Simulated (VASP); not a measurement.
**NaI: lattice, stiffness and zone-centre modes**

What lattice, stiffness and vibrations does NaI have at one level of theory? The starting structure is a measured crystal structure from the Crystallography Open Database. All runs use LDA.

Program: VASP 6.6.1. Level of theory: Kohn-Sham DFT with plane waves and PAW; LDA. Results are calculated unless marked as measured.

### 1. The structure

Symmetry: Fm-3m, No. 225, cubic system. Conventional cell: a = 6.473 Å, b = 6.473 Å, c = 6.473 Å, α = 90.00°, β = 90.00°, γ = 90.00°. Nearest to I lie 6 Na at 3.24 Å. Nearest to Na lie 6 I at 3.24 Å. Farther neighbours and most contacts between anions are not listed.

As a file:

```xyz
2
Lattice="0.0000 3.2364 3.2364 3.2364 0.0000 3.2364 3.2364 3.2364 0.0000" Properties=species:S:1:pos:R:3 pbc="T T T"
I     3.2364    3.2364    3.2364
Na    0.0000    0.0000    0.0000
```

### 2. Relaxation

This run starts from the cell of an earlier relaxation, which isn't shown; the restart sets up the plane waves anew.

INCAR reads:

```
SYSTEM = NaI
PREC = Accurate
ENCUT = 500
EDIFF = 1E-07
NELM = 100
ISMEAR = 0
SIGMA = 0.03
LREAL = .FALSE.
ALGO = Normal
GGA = CA
NBANDS = 13
LORBIT = 11
LWAVE = .FALSE.
LCHARG = .FALSE.
KPAR = 4
IBRION = 2
NSW = 50
ISIF = 3
EDIFFG = -0.002
```

POSCAR reads:

```
NaI
1.0
    0.0000000000      3.1317791821      3.1317791821
    3.1317791821      0.0000000000      3.1317791821
    3.1317791821      3.1317791821      0.0000000000
I Na
1 1
Direct
    0.5000000000      0.5000000000      0.5000000000
    0.0000000000      0.0000000000      0.0000000000
```

KPOINTS reads:

```
Automatic mesh
0
Gamma
6 6 6
0 0 0
```

PAW data sets: I and Na_pv (LDA family, release 64).

The run is started by

```console
$ mpirun -np 4 vasp_std
```

Log:

```text
[banner, memory and clock lines left out]
running    4 mpi-ranks, on    1 nodes
 distrk:  each k-point on    1 cores,    4 groups
 distr:  one band on    1 cores,    1 groups

 POSCAR found type information on POSCAR I Na
 POSCAR found :  2 types and       2 ions
 LDA part: xc-table for (Slater(with rela. corr.)+CA(PZ))
 , standard interpolation
 POSCAR, INCAR and KPOINTS ok, starting setup
 FFT: planning ... GRIDC
 FFT: planning ... GRID_SOFT
 FFT: planning ... GRID
 WAVECAR not read
 entering main loop
       N       E                     dE             d eps       ncg     rms          rms(c)
DAV:   1     0.815069201620E+02    0.81507E+02   -0.65778E+03   416   0.945E+02
DAV:   2     0.341686832900E+00   -0.81165E+02   -0.75196E+02   431   0.223E+02
DAV:   3    -0.593000176680E+01   -0.62717E+01   -0.62333E+01   516   0.611E+01
DAV:   4    -0.607937620881E+01   -0.14937E+00   -0.14933E+00   527   0.984E+00
DAV:   5    -0.608380201392E+01   -0.44258E-02   -0.44257E-02   511   0.173E+00    0.176E+00
DAV:   6    -0.603003101519E+01    0.53771E-01   -0.53986E-02   511   0.168E+00    0.114E+00
DAV:   7    -0.601720148004E+01    0.12830E-01   -0.41983E-02   501   0.124E+00    0.488E-01
DAV:   8    -0.601683006733E+01    0.37141E-03   -0.26599E-03   486   0.466E-01    0.775E-02
DAV:   9    -0.601679855707E+01    0.31510E-04   -0.10939E-04   496   0.115E-01    0.297E-02
DAV:  10    -0.601679785711E+01    0.69996E-06   -0.15103E-05   618   0.493E-02    0.475E-03
DAV:  11    -0.601679775174E+01    0.10537E-06   -0.81054E-07   517   0.131E-02    0.332E-03
DAV:  12    -0.601679775419E+01   -0.24475E-08   -0.33726E-08   318   0.172E-03
   1 F= -.60167978E+01 E0= -.60167978E+01  d E =-.601680E+01
 curvature:   0.00 expect dE= 0.000E+00 dE for cont linesearch  0.000E+00
 trial: gam= 0.00000 g(F)=  0.000E+00 g(S)=  0.193E-05 ort = 0.000E+00 (trialstep = 0.100E+01)
 search vector abs. value=  0.193E-05
 bond charge predicted
       N       E                     dE             d eps       ncg     rms          rms(c)
DAV:   1    -0.601680897027E+01   -0.11219E-04   -0.21198E-04   501   0.190E-01    0.186E-02
DAV:   2    -0.601680113319E+01    0.78371E-05   -0.92436E-06   496   0.320E-02    0.912E-03
DAV:   3    -0.601679885304E+01    0.22801E-05   -0.50500E-06   496   0.202E-02    0.438E-03
DAV:   4    -0.601679881302E+01    0.40024E-07   -0.82399E-08   345   0.283E-03
   2 F= -.60167988E+01 E0= -.60167988E+01  d E =-.105883E-05
 trial-energy change:   -0.000001  1 .order    0.000000   -0.000002    0.000002
 step:   0.7693(harm=  0.4572)  dis= 0.00000  next Energy=    -6.016799 (dE=-0.131E-05)
 bond charge predicted
       N       E                     dE             d eps       ncg     rms          rms(c)
DAV:   1    -0.601679920107E+01   -0.34802E-06   -0.11192E-05   501   0.440E-02    0.429E-03
DAV:   2    -0.601679873319E+01    0.46788E-06   -0.58378E-07   466   0.844E-03    0.203E-03
DAV:   3    -0.601679860833E+01    0.12486E-06   -0.30538E-07   431   0.516E-03    0.116E-03
DAV:   4    -0.601679860744E+01    0.88721E-09   -0.38097E-09   223   0.517E-04
   3 F= -.60167986E+01 E0= -.60167986E+01  d E =-.853254E-06
 curvature:  -0.15 expect dE=-0.161E-06 dE for cont linesearch -0.161E-06
 trial: gam=-0.19330 g(F)=  0.240E-60 g(S)=  0.105E-05 ort = 0.143E-05 (trialstep = 0.954E+00)
 search vector abs. value=  0.574E-06
 reached required accuracy - stopping structural energy minimisation
```

It took 5.2 s on 4 MPI ranks of Intel Xeon Platinum 8259CL at 2.50GHz (Skylake/Cascade Lake), shared host; peak memory 0.6 GiB; 18 s of CPU time.

Lines that name or quote the potential files are left out of all logs, and their timing lines are given in words.

From OUTCAR (step 2):

```text
ion  position               nearest neighbor table
   1  0.500  0.500  0.500-   2 3.13   2 3.13   2 3.13   2 3.13   2 3.13   2 3.13
   2  0.000  0.000  0.000-   1 3.13   1 3.13   1 3.13   1 3.13   1 3.13   1 3.13

  LATTYP: Found a face centered cubic cell.
 ALAT       =     6.2635583642

 Subroutine GETGRP returns: Found 48 space group operations
 (whereof 48 operations were pure point group operations)

The static configuration has the point symmetry O_h .

 Found     16 irreducible k-points:

   k-points           NKPTS =     16   k-points in BZ     NKDIM =     16   number of bands    NBANDS=     13

   dimension x,y,z NGX =    32 NGY =   32 NGZ =   32
   dimension x,y,z NGXF=    64 NGYF=   64 NGZF=   64

   ENCUT  =  500.0 eV  36.75 Ry    6.06 a.u.   8.08  8.08  8.08*2*pi/ulx,y,z

   NELECT =      14.0000    total number of electrons

 k-points in reciprocal lattice and weights: Automatic mesh
   0.00000000  0.00000000  0.00000000       0.005
   0.16666667  0.00000000  0.00000000       0.037
   0.33333333  0.00000000  0.00000000       0.037
   0.50000000  0.00000000  0.00000000       0.019
   0.16666667  0.16666667  0.00000000       0.028
   0.33333333  0.16666667  0.00000000       0.111
   0.50000000  0.16666667  0.00000000       0.111
  -0.33333333  0.16666667  0.00000000       0.111
  -0.16666667  0.16666667  0.00000000       0.056
[...]
-0.33333333  0.33333333  0.16666667       0.111
  -0.33333333  0.50000000  0.16666667       0.056

 average (electrostatic) potential at core
       1 -93.3957       2 -45.3439

 E-fermi :   1.5478

 k-point     1 :       0.0000    0.0000    0.0000
  band No.  band energies     occupation
    ...
      3     -20.9497      2.00000
      4     -10.0045      2.00000
      5       1.3586      2.00000
      6       1.3586      2.00000
      7       1.3586      2.00000
      8       4.9880      0.00000
      9       9.1498      0.00000
     10       9.1498      0.00000
     11       9.1498      0.00000
     12      11.1841      0.00000
    ...

 k-point     2 :       0.1667    0.0000    0.0000
  band No.  band energies     occupation
    ...
      3     -20.9499      2.00000
      4      -9.9058      2.00000
      5       0.4600      2.00000
      6       1.2626      2.00000
      7       1.2626      2.00000
      8       5.8758      0.00000
      9       8.6841      0.00000
     10       9.3812      0.00000
     11       9.3812      0.00000
     12      10.6244      0.00000
    ...

 k-point     3 :       0.3333    0.0000    0.0000
  band No.  band energies     occupation
    ...
      3     -20.9501      2.00000
      4      -9.6931      2.00000
      5      -0.7678      2.00000
      6       1.0857      2.00000
      7       1.0857      2.00000
      8       6.3343      0.00000
      9       8.9824      0.00000
     10       8.9824      0.00000
     11       9.6485      0.00000
     12      11.4994      0.00000
    ...

  Total       -0.0038159     -0.0038159     -0.0038159      0.0000000     -0.0000000      0.0000000
  in kB       -0.0995475     -0.0995475     -0.0995475      0.0000000     -0.0000000      0.0000000
  external PRESSURE =      -0.0995475 kB  Pullay stress =       0.0000000 kB

  energy-cutoff  :      500.00
  volume of cell :       61.42
      direct lattice vectors                 reciprocal lattice vectors
    -0.000000000  3.131478738  3.131478738    -0.159668975  0.159668975  0.159668975
     3.131478738 -0.000000000  3.131478738     0.159668975 -0.159668975  0.159668975
     3.131478738  3.131478738 -0.000000000     0.159668975  0.159668975 -0.159668975

 POSITION                                       TOTAL-FORCE (eV/Angst)
 -----------------------------------------------------------------------------------
      3.13148      3.13148      3.13148        -0.000000      0.000000      0.000000
      0.00000      0.00000      0.00000         0.000000      0.000000     -0.000000
 -----------------------------------------------------------------------------------
    total drift:                                0.000000     -0.000000     -0.000000

  FREE ENERGIE OF THE ION-ELECTRON SYSTEM (eV)
  ---------------------------------------------------
  free  energy   TOTEN  =        -6.0167986074 eV

  energy  without entropy=       -6.0167986074  energy(sigma->0) =       -6.01679861

 reached required accuracy - stopping structural energy minimisation

 total charge
# of ion       s       p       d       tot
------------------------------------------
    1        1.500   2.856   0.004   4.360
    2        0.052   5.979   0.000   6.031
--------------------------------------------------
tot          1.552   8.835   0.004  10.391

[... 3 further parts left out ...]
```

CONTCAR:

```
NaI
   1.00000000000000
    -0.0000000000000000    3.1314787380360225    3.1314787380360225
     3.1314787380360225   -0.0000000000000000    3.1314787380360225
     3.1314787380360225    3.1314787380360225   -0.0000000000000000
  I               Na
     1     1
Direct
     0.5000000000000000    0.5000000000000000    0.5000000000000000
     0.0000000000000000    0.0000000000000000    0.0000000000000000
```

The run keeps the 48 symmetry operations of its start, so it cannot find a distortion of lower symmetry.

The relaxed cell holds 30.708 Å³ an atom, with a = 6.263 Å (-3.2 % against the database cell). Pressures at 0.985 and 1.015 times this volume, from two more relaxations that aren't shown, give a bulk modulus of 20.9 GPa.

### 3. Elastic constants

INCAR reads:

```
SYSTEM = NaI
PREC = Accurate
ENCUT = 700
EDIFF = 1E-08
NELM = 100
ISMEAR = 0
SIGMA = 0.03
LREAL = .FALSE.
ALGO = Normal
GGA = CA
NBANDS = 13
LORBIT = 11
LWAVE = .FALSE.
LCHARG = .FALSE.
KPAR = 4
IBRION = 6
NFREE = 2
POTIM = 0.015
ISIF = 3
NSW = 1
```

POSCAR reads:

```
NaI
1.0
    0.0000000000      3.1314787380      3.1314787380
    3.1314787380      0.0000000000      3.1314787380
    3.1314787380      3.1314787380      0.0000000000
I Na
1 1
Direct
    0.5000000000      0.5000000000      0.5000000000
    0.0000000000      0.0000000000      0.0000000000
```

KPOINTS reads:

```
Automatic mesh
0
Gamma
8 8 8
0 0 0
```

The run is started by

```console
$ mpirun -np 4 vasp_std
```

Log:

```text
[... set-up lines as in an earlier step ...]
 entering main loop
       N       E                     dE             d eps       ncg     rms          rms(c)
DAV:   1     0.893790614569E+02    0.89379E+02   -0.77175E+03   754   0.122E+03
DAV:   2     0.137421796697E+01   -0.88005E+02   -0.81727E+02   784   0.269E+02
DAV:   3    -0.588665271963E+01   -0.72609E+01   -0.72005E+01   959   0.702E+01
DAV:   4    -0.607868415118E+01   -0.19203E+00   -0.19194E+00   858   0.112E+01
[...]
DAV:  10    -0.601715746702E+01    0.88554E-06   -0.15954E-05  1024   0.501E-02    0.501E-03
DAV:  11    -0.601715737525E+01    0.91769E-07   -0.77522E-07  1003   0.115E-02    0.405E-03
DAV:  12    -0.601715737732E+01   -0.20698E-08   -0.49308E-08   908   0.212E-03
   1 F= -.60171574E+01 E0= -.60171574E+01  d E =-.260893E-13
[... from here on, the cycles between the ionic steps are left out ...]
   2 F= -.60153415E+01 E0= -.60153415E+01  d E =-.479098E-27
   3 F= -.60151202E+01 E0= -.60151202E+01  d E =-.202315E-28
   4 F= -.60153415E+01 E0= -.60153415E+01  d E =-.124603E-12
   5 F= -.60151201E+01 E0= -.60151201E+01  d E =-.227085E-28
   6 F= -.60153415E+01 E0= -.60153415E+01  d E =-.771910E-29
   7 F= -.60151201E+01 E0= -.60151201E+01  d E =-.201962E-28
   8 F= -.60168320E+01 E0= -.60168320E+01  d E =-.945542E-27
   9 F= -.60168320E+01 E0= -.60168320E+01  d E =-.934991E-27
  10 F= -.60168320E+01 E0= -.60168320E+01  d E =-.946993E-27
  11 F= -.60168320E+01 E0= -.60168320E+01  d E =-.672085E-27
  12 F= -.60168320E+01 E0= -.60168320E+01  d E =-.884744E-27
  13 F= -.60168320E+01 E0= -.60168320E+01  d E =-.939767E-27
  14 F= -.60170192E+01 E0= -.60170192E+01  d E =-.301254E-13
  15 F= -.60170192E+01 E0= -.60170192E+01  d E =-.301077E-13
  16 F= -.60170201E+01 E0= -.60170201E+01  d E =-.301684E-13
  17 F= -.60170201E+01 E0= -.60170201E+01  d E =-.295505E-13
 Finite differences progress:
  Degree of freedom:   8/  8
  Displacement:        2/  2
  Total:              16/ 16
```

It took 4.8 min on 4 MPI ranks; peak memory 1.8 GiB.

Parts of OUTCAR (step 3):

```text
  Total       -0.0022448     -0.0045085     -0.0045085     -0.0000000     -0.0000000      0.0000000
  in kB       -0.0585624     -0.1176162     -0.1176162     -0.0000000     -0.0000000      0.0000000
  external PRESSURE =      -0.0979316 kB  Pullay stress =       0.0000000 kB

 POSITION                                       TOTAL-FORCE (eV/Angst)
 -----------------------------------------------------------------------------------
      3.13148      3.13148      3.13148        -0.018425      0.000000      0.000000
     -0.01500      0.00000      0.00000         0.018425      0.000000      0.000000
 -----------------------------------------------------------------------------------
    total drift:                               -0.000144     -0.000000     -0.000000

  FREE ENERGIE OF THE ION-ELECTRON SYSTEM (eV)
  ---------------------------------------------------
  free  energy   TOTEN  =        -6.0170200590 eV

  energy  without entropy=       -6.0170200590  energy(sigma->0) =       -6.01702006

[... 3 further parts left out ...]
[key lines of the parts left out:]
E-fermi :   1.4985
```

The last energy, forces and stress in OUTCAR belong to the last displaced cell, not to that of POSCAR.

The elastic tensor has C11 = 44.7, C12 = 9.0, C44 = 7.6 GPa; its Hill averages are a bulk modulus of 20.9 and a shear modulus of 10.8 GPa.

### 4. Modes of the relaxed cell

INCAR reads:

```
SYSTEM = NaI
PREC = Accurate
ENCUT = 500
EDIFF = 1E-08
NELM = 100
ISMEAR = 0
SIGMA = 0.03
LREAL = .FALSE.
ALGO = Normal
GGA = CA
NBANDS = 13
LORBIT = 11
LWAVE = .FALSE.
LCHARG = .FALSE.
KPAR = 4
IBRION = 8
LEPSILON = .TRUE.
LPEAD = .TRUE.
ISIF = 2
```

POSCAR is that of step 3.

KPOINTS reads:

```
Automatic mesh
0
Gamma
12 12 12
0 0 0
```

The run is started by

```console
$ mpirun -np 4 vasp_std
```

Log:

```text
[... set-up lines as in an earlier step ...]
 entering main loop
       N       E                     dE             d eps       ncg     rms          rms(c)
DAV:   1     0.784501238504E+02    0.78450E+02   -0.65994E+03  1872   0.947E+02
DAV:   2    -0.126664883947E+00   -0.78577E+02   -0.73192E+02  1945   0.221E+02
DAV:   3    -0.594572041423E+01   -0.58191E+01   -0.57854E+01  2442   0.599E+01
DAV:   4    -0.608033453591E+01   -0.13461E+00   -0.13458E+00  2232   0.950E+00
[...]
DAV:  10    -0.601708620784E+01    0.62847E-06   -0.15995E-05  2649   0.502E-02    0.498E-03
DAV:  11    -0.601708608046E+01    0.12738E-06   -0.89128E-07  2432   0.128E-02    0.386E-03
DAV:  12    -0.601708608316E+01   -0.26980E-08   -0.47492E-08  2342   0.204E-03
   1 F= -.60170861E+01 E0= -.60170861E+01  d E =-.136639E-21
 Linear response reoptimize wavefunctions to high precision
DAV:   1    -0.601708608273E+01    0.43065E-09   -0.22113E-09  1962   0.380E-04
DAV:   2    -0.601708608273E+01   -0.56843E-11   -0.17360E-10  1296   0.132E-04
 Linear response to external field (no local field effect), progress :
[...]
RMM:  10    -0.835996555531E-01   -0.19850E-08   -0.62444E-08  8840   0.396E-05    0.246E-06
 first order change of Fermi-energy   0.13427E-03
 force on displaced ion       1 direction 1 :  -1.229   0.000   0.000
 Born effective charge ion    1 direction 1 :  -1.163   0.000   0.000
 Linear response progress:
  Degree of freedom:   2/  2
       N       E                     dE             d eps       ncg     rms          rms(c)
RMM:   1    -0.157781162526E+00   -0.15778E+00   -0.33816E-01  4607   0.545E+00
RMM:   2    -0.161693385109E+00   -0.39122E-02   -0.20895E-02  6832   0.101E+00    0.226E-02
RMM:   3    -0.161813057234E+00   -0.11967E-03   -0.49300E-04  7999   0.173E-01    0.937E-03
RMM:   4    -0.161843424322E+00   -0.30367E-04   -0.35465E-05  8612   0.437E-02    0.293E-03
[...]
RMM:   8    -0.161852094785E+00    0.26854E-06   -0.10463E-08  9043   0.421E-04    0.401E-05
RMM:   9    -0.161852133299E+00   -0.38513E-07    0.13205E-08  9360   0.200E-04    0.272E-05
RMM:  10    -0.161852133429E+00   -0.13018E-09   -0.12086E-08  9517   0.106E-04    0.221E-05
 first order change of Fermi-energy  -0.22730E-04
 force on displaced ion       2 direction 1 :  -1.249   0.000   0.000
 Born effective charge ion    2 direction 1 :   1.163   0.000   0.000
 Born effective charges drift removed
 Linear response finished
```

Run time: 2.3 min. Hardware: 4 MPI ranks; peak memory 2.4 GiB.

Parts of OUTCAR (step 4):

```text
  Total       -0.0036424     -0.0036424     -0.0036424     -0.0000000     -0.0000000      0.0000000
  in kB       -0.0950219     -0.0950219     -0.0950219     -0.0000000     -0.0000000      0.0000000
  external PRESSURE =      -0.0950219 kB  Pullay stress =       0.0000000 kB

 POSITION                                       TOTAL-FORCE (eV/Angst)
 -----------------------------------------------------------------------------------
      3.13148      3.13148      3.13148        -0.000000      0.000000     -0.000000
      0.00000      0.00000      0.00000         0.000000     -0.000000      0.000000
 -----------------------------------------------------------------------------------
    total drift:                                0.000000     -0.000000     -0.000000

 MACROSCOPIC STATIC DIELECTRIC TENSOR (including local field effects in DFT)
 ------------------------------------------------------
           3.623818     0.000000     0.000000
           0.000000     3.623818     0.000000
           0.000000     0.000000     3.623818
 ------------------------------------------------------

 MACROSCOPIC STATIC DIELECTRIC TENSOR IONIC CONTRIBUTION
 ------------------------------------------------------
           3.216690     0.000000     0.000000
           0.000000     3.216690     0.000000
           0.000000     0.000000     3.216690
 ------------------------------------------------------

[... 2 further parts left out ...]
```

The zone-centre modes at 30.708 Å³ an atom are T1u 131.9 cm⁻¹.

(Continued in part 2 of 2.)

[Lines on the potential files, build, host, timing and source positions are cut from VASP's logs without a mark.]

[Logs are printed without paths, hosts, clocks, repeated set-up lines and the standing remarks that a program may print on its own settings, such as how far it seeks lower states.]

[Hosts, paths, dates, database ids (printed as entryN), source tags and the programs' standing remarks are cut or masked in the printed files.]
